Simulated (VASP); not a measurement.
# BiTe (R-3m) in VASP: notebook

One crystal, BiTe, is run at these levels: PBE; tasks: optical spectrum, density of states.

Everything below comes from runs of VASP 6.6.1. Logs are shortened: lines on timing, memory, paths and dates and some standing lists are left out, and cuts for length are marked.

## (1) The structure

Symmetry: R-3m, No. 166, trigonal system. The conventional cell has a = 4.845 Å, b = 4.845 Å, c = 9.952 Å, α = 90.00°, β = 90.00°, γ = 120.00°. Bi (site symmetry -3m) has 6 Te at 3.25 Å as nearest neighbours. Te (site symmetry -3m) is surrounded by 6 Bi at 3.25 Å.

The cell comes from a database or a generator and needn't be the stable form of this composition.

## (2) Optical spectrum, PBE

File INCAR:

```
PREC = Accurate ; ENCUT = 520
EDIFF = 1E-6 ; ISMEAR = 0
SIGMA = 0.02 ; LREAL = False
LASPH = True ; NELM = 80
ALGO = Normal ; ISIF = 2
LWAVE = False ; LCHARG = False
GGA = PE ; LOPTICS = True
NBANDS = 58 ; NEDOS = 2000
CSHIFT = 0.1
```

File KPOINTS:

```
Automatic mesh
0
Gamma
  7 7 7
```

File POSCAR:

```
BiTe
1.0
    2.4227077728      1.3987509848      3.3172919545
   -2.4227077728      1.3987509848      3.3172919545
    0.0000000000     -2.7975019696      3.3172919545
Bi Te
1 1
Direct
    0.5000000000      0.5000000000      0.5000000000
    0.0000000000      0.0000000000      0.0000000000
```

Potentials or basis: VASP PAW PBE potentials, release 64 (Bi_d, Te).

Command:

```
$ cat potpaw_PBE.64/Bi_d/POTCAR potpaw_PBE.64/Te/POTCAR > POTCAR
$ mpirun -np 1 vasp_std > vasp.out
```

OUTCAR:

```text
PREC = Accurate
   ENCUT = 520
   EDIFF = 1E-6
   ISMEAR = 0
   LREAL = False
   LASPH = True
   NELM = 80
   ISIF = 2
   GGA = PE

 ion  position               nearest neighbor table
   1  0.500  0.500  0.500-   2 3.25   2 3.25   2 3.25   2 3.25   2 3.25   2 3.25
   2  0.000  0.000  0.000-   1 3.25   1 3.25   1 3.25   1 3.25   1 3.25   1 3.25

  LATTYP: Found a trigonal (rhomboedric) cell.
 ALAT       =     4.3394058558
 COS(alpha) =     0.3765932224

  Lattice vectors:

 A1 = (   2.4227077728,   1.3987509848,   3.3172919545)
 A2 = (  -2.4227077728,   1.3987509848,   3.3172919545)
 A3 = (   0.0000000000,  -2.7975019696,   3.3172919545)

Analysis of symmetry for initial positions (statically):
=====================================================================
 Subroutine PRICEL returns:
 Original cell was already a primitive cell.

 Routine SETGRP: Setting up the symmetry group for a
 trigonal (rhombohedral) supercell.

 Subroutine GETGRP returns: Found 12 space group operations
 (whereof 12 operations were pure point group operations)
 out of a pool of 12 trial point group operations.

The static configuration has the point symmetry D_3d.

Analysis of symmetry for dynamics (positions and initial velocities):
=====================================================================
 Subroutine PRICEL returns:
 Original cell was already a primitive cell.

 Routine SETGRP: Setting up the symmetry group for a
 trigonal (rhombohedral) supercell.

 Subroutine GETGRP returns: Found 12 space group operations
 (whereof 12 operations were pure point group operations)
 out of a pool of 12 trial point group operations.

The dynamic configuration has the point symmetry D_3d.

 Subroutine INISYM returns: Found 12 space group operations
 (whereof 12 operations are pure point group operations),
 and found     1 'primitive' translations

----------------------------------------------------------------------------------------

                                     Primitive cell

  volume of cell :      67.4491

  direct lattice vectors                    reciprocal lattice vectors
     2.422707773  1.398750985  3.317291954     0.206380648  0.119153923  0.100483568
    -2.422707773  1.398750985  3.317291954    -0.206380648  0.119153923  0.100483568
     0.000000000 -2.797501970  3.317291954     0.000000000 -0.238307845  0.100483568

  length of vectors
     4.339405856  4.339405856  4.339405856     0.258626326  0.258626326  0.258626326

  position of ions in fractional coordinates (direct lattice)
     0.500000000  0.500000000  0.500000000
     0.000000000  0.000000000  0.000000000

  ion indices of the primitive-cell ions
   primitive index   ion index
                 1           1
                 2           2

----------------------------------------------------------------------------------------

 KPOINTS: Automatic mesh

Automatic generation of k-mesh.
 Grid dimensions read from file:
 generate k-points for:    7    7    7

 Generating k-lattice:

  Cartesian coordinates                     Fractional coordinates (reciprocal lattice)
     0.029482950  0.017021989  0.014354795     0.142857143  0.000000000  0.000000000
    -0.029482950  0.017021989  0.014354795     0.000000000  0.142857143  0.000000000
     0.000000000 -0.034043978  0.014354795     0.000000000  0.000000000  0.142857143

  Length of vectors
     0.036946618  0.036946618  0.036946618

  Shift w.r.t. Gamma in fractional coordinates (k-lattice)
     0.000000000  0.000000000  0.000000000

 Subroutine IBZKPT returns following result:
 ===========================================

 Found     44 irreducible k-points:

 Following reciprocal coordinates:
            Coordinates               Weight
  0.000000  0.000000  0.000000      1.000000
  0.142857 -0.000000  0.000000      6.000000
  0.285714 -0.000000  0.000000      6.000000
  0.428571 -0.000000  0.000000      6.000000
  0.142857  0.142857  0.000000      6.000000
  0.285714  0.142857  0.000000     12.000000
[... 16 lines left out ...]
  0.285714  0.285714  0.142857      6.000000
  0.428571  0.285714  0.142857     12.000000
 [... further k-points ...]
   k-points           NKPTS =     44   k-points in BZ     NKDIM =     44   number of bands    NBANDS=     58
   number of dos      NEDOS =   2000   number of ions     NIONS =      2
   total plane-waves  NPLWV =  32768
   dimension x,y,z NGX =    32 NGY =   32 NGZ =   32
   dimension x,y,z NGXF=    64 NGYF=   64 NGZF=   64
   ions per type =               1   1
   NGX,Y,Z   is equivalent  to a cutoff of  12.26, 12.26, 12.26 a.u.
   NGXF,Y,Z  is equivalent  to a cutoff of  24.52, 24.52, 24.52 a.u.
 SYSTEM =  unknown system
   PREC   = accura    normal or accurate (medium, high low for compatibility)
   ISTART =      0    job   : 0-new  1-cont  2-samecut
   ICHARG =      2    charge: 1-file 2-atom 10-const
   ISPIN  =      1    spin polarized calculation?
   LNONCOLLINEAR =      F non collinear calculations
   LSORBIT =      F    spin-orbit coupling
   LASPH  =      T    aspherical Exc in radial PAW
   ENCUT  =  520.0 eV  38.22 Ry    6.18 a.u.   8.07  8.07  8.07*2*pi/ulx,y,z
   NELM   =     80;   NELMIN=  2; NELMDL= -5     # of ELM steps
   EDIFF  = 0.1E-05   stopping-criterion for ELM
   LREAL  =      F    real-space projection
   EDIFFG = 0.1E-04   stopping-criterion for IOM
   NSW    =      0    number of steps for IOM
   IBRION =     -1    ionic relax: 0-MD 1-quasi-New 2-CG
[... 8 lines left out ...]
   EMIN   =  10.00;   EMAX   =-10.00  energy-range for DOS
   EFERMI =   0.00;   METHOD = LEGACY
   ISMEAR =     0;   SIGMA  =   0.02  broadening in eV -4-tet -1-fermi 0-gaus
   EFERMI_NEDOS =   21; number of points for ismear=-14 and -15
   IALGO  =     38    algorithm
[... 12 lines left out ...]
   LRPA    =     F    only Hartree local field effects (RPA)
 non-spin polarized calculation
 Gauss-broadening in eV      SIGMA  =   0.02
  energy-cutoff  :      520.00
  volume of cell :       67.45
 maximum number of plane-waves:      1827
   NGX = 17   NGY = 17   NGZ = 17

 number of electron      20.9999996 magnetization

 Free energy of the ion-electron system (eV)
  ---------------------------------------------------
  ext. energy  EPLUGINS =         0.00000000
  ---------------------------------------------------
  free energy    TOTEN  =        -7.16992937 eV

  energy without entropy =       -7.16980142  energy(sigma->0) =       -7.16986539

 E-fermi :   6.7238     XC(G=0):  -9.4774

 val. band max:        6.6544734525   @ k =  -0.4286   0.2857   0.2857
 cond. band min:       6.7284186596   @ k =   0.2857   0.2857   0.2857
 fundamental gap:      0.0739452071
 Fermi energy:         6.7238118642

 k-point     1 :       0.0000    0.0000    0.0000
  band No.  band energies     occupation
      1     -16.5774      2.00000
      2     -16.5774      2.00000
      3     -16.5579      2.00000
      4     -16.5579      2.00000
      5     -16.5409      2.00000
      6      -6.8097      2.00000
[... 14 lines left out ...]
     21      21.7058      0.00000
     22      21.7058      0.00000

 k-point     2 :       0.1429   -0.0000    0.0000
  band No.  band energies     occupation
      1     -16.5773      2.00000
      2     -16.5770      2.00000
      3     -16.5589      2.00000
      4     -16.5565      2.00000
      5     -16.5405      2.00000
      6      -6.6362      2.00000
[... 14 lines left out ...]
     21      19.7557      0.00000
     22      19.8030      0.00000

 k-point     3 :       0.2857   -0.0000    0.0000
  band No.  band energies     occupation
      1     -16.5774      2.00000
      2     -16.5763      2.00000
      3     -16.5609      2.00000
      4     -16.5537      2.00000
      5     -16.5391      2.00000
      6      -6.1243      2.00000
[... 14 lines left out ...]
     21      17.4764      0.00000
     22      18.0360      0.00000
[... 476 lines left out ...]
 k-point    23 :       0.2857    0.2857    0.1429
  band No.  band energies     occupation
      1     -16.5803      2.00000
      2     -16.5773      2.00000
      3     -16.5565      2.00000
      4     -16.5491      2.00000
      5     -16.5411      2.00000
      6      -6.0824      2.00000
[... 14 lines left out ...]
     21      20.5606      0.00000
     22      20.7013      0.00000

 k-point    24 :       0.4286    0.2857    0.1429
  band No.  band energies     occupation
      1     -16.5813      2.00000
      2     -16.5769      2.00000
      3     -16.5572      2.00000
      4     -16.5471      2.00000
      5     -16.5397      2.00000
      6      -5.5940      2.00000
[... 14 lines left out ...]
     21      20.5628      0.00000
     22      21.0300      0.00000

 [... further k-points ...]

 [bands above 22 left out]

------------------------ aborting loop because EDIFF is reached ----------------------------------------

  FORCE on cell =-STRESS in cart. coord.  units (eV):
  Direction    XX          YY          ZZ          XY          YZ          ZX
  --------------------------------------------------------------------------------------
  -------------------------------------------------------------------------------------
  Total        0.0839873      0.0839873     -0.0199991      0.0000000      0.0000000      0.0000000
  in kB        1.9950228      1.9950228     -0.4750561      0.0000000      0.0000000      0.0000000
  external PRESSURE =       1.1716632 kB  Pullay stress =       0.0000000 kB

 VOLUME and BASIS-vectors are now :
 -----------------------------------------------------------------------------
  energy-cutoff  :      520.00
  volume of cell :       67.45
      direct lattice vectors                 reciprocal lattice vectors
     2.422707773  1.398750985  3.317291954     0.206380648  0.119153923  0.100483568
    -2.422707773  1.398750985  3.317291954    -0.206380648  0.119153923  0.100483568
     0.000000000 -2.797501970  3.317291954     0.000000000 -0.238307845  0.100483568

 POSITION                                       TOTAL-FORCE (eV/Angst)
 -----------------------------------------------------------------------------------
      0.00000      0.00000      4.97594         0.000000     -0.000000     -0.000000
      0.00000      0.00000      0.00000        -0.000000      0.000000      0.000000
 -----------------------------------------------------------------------------------
    total drift:                               -0.000000      0.000000     -0.000000

  FREE ENERGIE OF THE ION-ELECTRON SYSTEM (eV)
  ---------------------------------------------------
  free  energy   TOTEN  =        -7.1699293670 eV

  energy  without entropy=       -7.1698014204  energy(sigma->0) =       -7.16986539

 electrical conductivity sigma (Mega S m-1) (frequency dependency in vasprun.xml)
  --------------------------------------------------------------------------------------
       0.021      -0.000       0.000
       0.000       0.021       0.000
       0.000      -0.000       0.091

  frequency dependent IMAGINARY DIELECTRIC FUNCTION (independent particle, no local field effects) density-density
     E(ev)      X         Y         Z        XY        YZ        ZX
  --------------------------------------------------------------------------------------------------------------
     0.00000     0.00000     0.00000     0.00000     0.00000     0.00000     0.00000
     0.73663    76.19330    76.19330     5.54470     0.00000    -0.00000    -0.00000
     1.47326    24.90473    24.90473    31.57958     0.00000     0.00000    -0.00000
     2.20989     7.52930     7.52930     7.23480     0.00000    -0.00000     0.00000
     2.94652     4.06621     4.06621     2.89850     0.00000     0.00000    -0.00000
     3.68315     2.93607     2.93607     2.55814     0.00000     0.00000    -0.00000
[... 92 lines left out ...]
    72.18978     0.00037     0.00037     0.00034     0.00000     0.00000    -0.00000
    72.92641     0.00035     0.00035     0.00032     0.00000     0.00000    -0.00000

  frequency dependent      REAL DIELECTRIC FUNCTION (independent particle, no local field effects) density-density
     E(ev)        X           Y           Z          XY          YZ          ZX
  --------------------------------------------------------------------------------------------------------------
     0.00000  2890.30134  2890.30134    72.81278     0.00000    -0.00000    -0.00000
     0.73663  -190.31377  -190.31377    14.80343    -0.00000     0.00000    -0.00000
     1.47326   -41.33904   -41.33904     1.96892    -0.00000    -0.00000     0.00000
     2.20989   -25.74073   -25.74073    -6.67164    -0.00000     0.00000     0.00000
     2.94652   -14.95362   -14.95362    -3.90266    -0.00000    -0.00000     0.00000
     3.68315    -7.92529    -7.92529     0.42053    -0.00000     0.00000     0.00000
[... 92 lines left out ...]
    72.18978     0.90610     0.90610     0.91664    -0.00000    -0.00000     0.00000
    72.92641     0.90876     0.90876     0.91908    -0.00000    -0.00000     0.00000

  frequency dependent IMAGINARY DIELECTRIC FUNCTION (independent particle, no local field effects) current-current
     E(ev)      X         Y         Z        XY        YZ        ZX
  --------------------------------------------------------------------------------------------------------------
     0.00000 10405.62133 10405.62133   369.65094     0.00000     0.00000    -0.00000
     0.73663    22.62165    22.62165     9.19340     0.00000    -0.00000    -0.00000
     1.47326    19.03901    19.03901    31.56732    -0.00000    -0.00000    -0.00000
     2.20989     5.09121     5.09121     6.52390     0.00000    -0.00000    -0.00000
     2.94652     2.97649     2.97649     2.56238     0.00000    -0.00000    -0.00000
     3.68315     2.44875     2.44875     2.52541    -0.00000    -0.00000     0.00000
[... 92 lines left out ...]
    72.18978     0.00011     0.00011     0.00011    -0.00000    -0.00000    -0.00000
    72.92641     0.00010     0.00010     0.00010    -0.00000    -0.00000    -0.00000

  frequency dependent      REAL DIELECTRIC FUNCTION (independent particle, no local field effects) current-current
     E(ev)        X           Y           Z          XY          YZ          ZX
  --------------------------------------------------------------------------------------------------------------
     0.00000  -899.70927  -899.70927    47.56363    -0.00000     0.00000    -0.00000
     0.73663  -153.47375  -153.47375    14.37704    -0.00000    -0.00000    -0.00000
     1.47326   -31.08481   -31.08481    -1.96783    -0.00000    -0.00000     0.00000
     2.20989   -20.40500   -20.40500    -7.16401    -0.00000     0.00000     0.00000
     2.94652   -11.86035   -11.86035    -4.01204    -0.00000     0.00000     0.00000
     3.68315    -5.93442    -5.93442     0.33207    -0.00000     0.00000     0.00000
[... 92 lines left out ...]
    72.18978     0.91168     0.91168     0.91678    -0.00000     0.00000     0.00000
    72.92641     0.91422     0.91422     0.91921    -0.00000     0.00000     0.00000
```

Run time: 77 s. Hardware: 1 thread of Intel Xeon Platinum 8488C (Sapphire Rapids), shared host; peak memory 0.34 GiB.

Results:

```yaml
Free_energy: -7.1699 eV
Pressure: 0.1 GPa
Band_gap_on_the_k_mesh: none (metal or under the smearing width)
```

Dielectric function (mean over the directions given):
| energy (eV) | real part | imaginary part |
| --- | --- | --- |
| 0.74 | -121.94 | 52.64 |
| 1.40 | -33.18 | 36.12 |
| 2.06 | -25.39 | 10.15 |
| 2.73 | -14.21 | 7.15 |
| 3.39 | -6.23 | 3.12 |
| 4.05 | -4.09 | 2.48 |
| 4.71 | -1.29 | 1.23 |
| 5.38 | 1.54 | 1.83 |
| 6.04 | 1.00 | 6.38 |
| 6.70 | -1.10 | 5.10 |
| 7.37 | -3.15 | 3.99 |
| 8.03 | -2.16 | 2.00 |
| 8.69 | -1.83 | 2.12 |
| 9.36 | -1.55 | 1.21 |
| 10.02 | -1.03 | 1.21 |
| 10.68 | -0.78 | 0.95 |
| 11.34 | -0.66 | 0.95 |
| 12.01 | -0.40 | 1.15 |
| 12.67 | -0.32 | 0.97 |
| 13.33 | -0.22 | 0.71 |
| 14.00 | -0.23 | 0.72 |
| 14.66 | -0.22 | 0.66 |
| 15.32 | -0.16 | 0.49 |
| 15.98 | -0.07 | 0.28 |
| 16.65 | 0.11 | 0.23 |
| 17.31 | 0.18 | 0.22 |
| 17.97 | 0.28 | 0.17 |
| 18.64 | 0.34 | 0.14 |
| 19.30 | 0.41 | 0.12 |
| 19.96 | 0.48 | 0.12 |

Caveat: spectra need much finer meshes, so this one isn't converged; independent-particle spectra lack excitons; the intraband (Drude) part of a metal's response may be missing; spin-orbit coupling is left out, which moves the levels of the heavy elements.

## (3) Density of states, PBE

POSCAR is that of step 2.

File INCAR.step1:

```
PREC = Accurate
ENCUT = 520
EDIFF = 1E-6
ISMEAR = 0
SIGMA = 0.02
LREAL = F
LASPH = T
NELM = 80
ALGO = Normal
ISIF = 2
LWAVE = F
LCHARG = T
GGA = PE
```

File KPOINTS.step1:

```
Automatic mesh
0
Gamma
  7 7 7
```

File INCAR.step2:

```
PREC = Accurate
ENCUT = 520
EDIFF = 1E-6
ISMEAR = -5
SIGMA = 0.02
LREAL = F
LASPH = T
NELM = 80
ALGO = Normal
ISIF = 2
LWAVE = F
LCHARG = F
GGA = PE
LORBIT = 10
NEDOS = 1001
ICHARG = 11
```

File KPOINTS.step2:

```
Automatic mesh
0
Gamma
  11 11 11
```

Potentials or basis: VASP PAW PBE potentials, release 64 (Bi_d, Te).

Command:

```
$ cat potpaw_PBE.64/Bi_d/POTCAR potpaw_PBE.64/Te/POTCAR > POTCAR
$ cp INCAR.step1 INCAR
$ cp KPOINTS.step1 KPOINTS
$ mpirun -np 1 vasp_std > vasp.out
$ cp INCAR.step2 INCAR
$ cp KPOINTS.step2 KPOINTS
$ mpirun -np 1 vasp_std > vasp.out
```

It took 61 s on 1 thread of Intel Xeon Platinum 8488C (Sapphire Rapids), shared host; peak memory 0.28 GiB.

It converged, with:

- Valence electrons inside the program's atomic spheres: Bi 12.68; Te 3.32

Levels at points of the mesh, in eV from the Fermi level:
```tsv
k point	band 6	band 7	band 8	band 9	band 10	band 11	band 12	band 13	band 14
(0.00, 0.00, 0.00)	-13.54	-8.33	-2.96	-2.96	-1.66	1.82	2.45	2.45	4.02
```

States per cell in windows of 1 eV (zero at the Fermi level; states under -8 eV left out):
```tsv
from (eV)	total	Te2_p	Bi1_p	Te2_d	Bi1_d	Bi1_s	Te2_s
-8.0	0.00	0.00	0.00	0.00	0.00	0.00	0.00
-7.0	0.00	0.00	0.00	0.00	0.00	0.00	0.00
-6.0	0.28	0.06	0.05	0.00	0.00	0.00	0.00
-5.0	1.30	0.31	0.21	0.00	0.00	0.01	0.01
-4.0	1.69	0.45	0.26	0.00	0.01	0.03	0.01
-3.0	1.91	0.63	0.21	0.01	0.02	0.05	0.02
-2.0	0.86	0.33	0.07	0.00	0.01	0.03	0.01
-1.0	0.97	0.08	0.35	0.02	0.00	0.01	0.04
0.0	1.33	0.18	0.46	0.02	0.01	0.01	0.03
1.0	1.27	0.25	0.40	0.02	0.01	0.02	0.02
2.0	1.60	0.37	0.45	0.03	0.02	0.01	0.01
3.0	1.24	0.24	0.29	0.04	0.03	0.00	0.00
4.0	0.93	0.05	0.10	0.06	0.05	0.00	0.00
5.0	0.52	0.01	0.04	0.04	0.03	0.00	0.00
6.0	0.08	0.01	0.00	0.01	0.00	0.00	0.00
7.0	0.01	0.00	0.00	0.00	0.00	0.00	0.00
```

Caveat: spin-orbit coupling is left out, which moves the levels of the heavy elements; tetrahedron occupations give inexact forces and stress in metals.

## (4) For comparison

An earlier run on the cell as given: functional PBE; potentials or basis VASP PAW PBE potentials, release 64 (Bi_d, Te); cutoff 520 eV; k mesh 7 × 7 × 7; occupations fermi-dirac, width 0.05 eV; no spin polarisation.

* Pressure: 0.1 GPa
* Band gap on the k mesh: none (metal or under the smearing width)

## (5) Overview

```tsv
task	smearing	k mesh for the DOS	occupations for the DOS	gap on the mesh (eV)	pressure (GPa)
optical spectrum	gaussian 0.02 eV	-	-	none	0.1
density of states	gaussian 0.02 eV	11 × 11 × 11	tetrahedron	-	-
single point	fermi-dirac 0.05 eV	-	-	none	0.1
```

Alike in all rows: level PBE; potentials or basis VASP PAW PBE potentials, release 64 (Bi_d, Te); no spin polarisation; cell as given; k mesh 7 × 7 × 7; cutoff (eV) 520.

Caveats: spin-orbit coupling is left out, which moves the levels of the heavy elements; spectra need much finer meshes, so this one isn't converged (some runs); independent-particle spectra lack excitons (some runs); the intraband (Drude) part of a metal's response may be missing (some runs); tetrahedron occupations give inexact forces and stress in metals (some runs).

Absolute energies hang on the potentials; compare differences alone.
